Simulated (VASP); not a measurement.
Write the native input for VASP 6.6.1 that does the following.

| Quantity | Value |
| --- | --- |
| Task | relaxation of cell and atoms |
| Functional | PBE |
| Potentials or basis | VASP PAW PBE potentials, release 64 (N_h, B_h) |
| Cutoff | 980 eV |
| k mesh | 13 × 13 × 13 |
| Occupations | fermi-dirac, width 0.05 eV |
| Spin | no spin polarisation |
| Further INCAR settings | ALGO = Fast; EDIFF = 1e-07; IBRION = 2; EDIFFG = -0.02; NSW = 60; ISIF = 3 |

The structure of BN lies in POSCAR:

```
BN
1.0
    0.0000000000      1.8130010000      1.8130010000
    1.8130010000      0.0000000000      1.8130010000
    1.8130010000      1.8130010000      0.0000000000
N B
1 1
Direct
    0.2500000000      0.2500000000      0.2500000000
    0.0000000000      0.0000000000      0.0000000000
```

The cell is a database's computed one.

The input as run:

INCAR

```
PREC = Accurate
ENCUT = 980
EDIFF = 1E-7
ISMEAR = -1
SIGMA = 0.05
LREAL = False
LASPH = True
NELM = 100
ALGO = Fast
ISIF = 3
LWAVE = False
LCHARG = False
GGA = PE
IBRION = 2
NSW = 60
EDIFFG = -0.02
```

KPOINTS

```
Automatic mesh
0
Gamma
  13 13 13
```

Potentials or basis: VASP PAW PBE potentials, release 64 (N_h, B_h).

Command:

```bash
$ cat potpaw_PBE.64/N_h/POTCAR potpaw_PBE.64/B_h/POTCAR > POTCAR
$ mpirun -np 1 vasp_std > vasp.out
```

It gave:

| Property | Result |
| --- | --- |
| Pressure after relaxing | -0.5 GPa |
| Band gap on the k mesh | 4.53 eV, indirect (least direct gap 8.79 eV) |

Caveat: the relaxation stopped at its first step, so nothing moved; an odd mesh through Γ misses points on the zone boundary, where band edges often lie.

Wall time 17 s on 1 thread of Intel(R) Xeon(R) Platinum 8375C CPU @ 2.90GHz (Ice Lake), on a shared host, peak memory 0.15 GiB.
